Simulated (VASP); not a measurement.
Set up this calculation in VASP 6.6.1, as the native input.

```
Task                   : single point
Functional             : PBE
Potentials or basis    : VASP PAW PBE potentials, release 64 (Ga_d_GW, N_GW)
Cutoff                 : 450 eV
k mesh                 : 4 × 4 × 4
Occupations            : gaussian, width 0.02 eV
Spin                   : no spin polarisation
Further INCAR settings : ALGO = Normal; EDIFF = 1e-06; NBANDS = 16
```

The structure of GaN lies in POSCAR:

```
GaN
1.0
    0.0000000000      2.1352350000      2.1352350000
    2.1352350000      0.0000000000      2.1352350000
    2.1352350000      2.1352350000      0.0000000000
Ga N
1 1
Direct
    0.0000000000      0.0000000000      0.0000000000
    0.5000000000      0.5000000000      0.5000000000
```

Measurements of this composition are mostly on another form, of space group No. 186.

These files were run (other wordings do the same):

INCAR

```
PREC = Accurate
ENCUT = 450
EDIFF = 1E-6
ISMEAR = 0
SIGMA = 0.02
LREAL = F
LASPH = T
NELM = 100
ALGO = Normal
ISIF = 2
LWAVE = F
LCHARG = T
GGA = PE
LELF = T
LVHAR = T
NBANDS = 16
```

KPOINTS

```
Automatic mesh
0
Gamma
  4 4 4
```

Potentials or basis: VASP PAW PBE potentials, release 64 (Ga_d_GW, N_GW).

Launch:

```bash
$ cat potpaw_PBE.64/Ga_d_GW/POTCAR potpaw_PBE.64/N_GW/POTCAR > POTCAR
$ mpirun -np 1 vasp_std > vasp.out
```

Results of the run:

* Band gap on the k mesh: 0.48 eV, indirect (least direct gap 2.32 eV)

Caveat: the k mesh is coarse (spacing up to 0.64 Å⁻¹), so the values aren't converged.

It took 3 s on 1 thread of Intel(R) Xeon(R) Platinum 8488C (Sapphire Rapids), with other jobs on the host, peak memory 0.13 GiB.
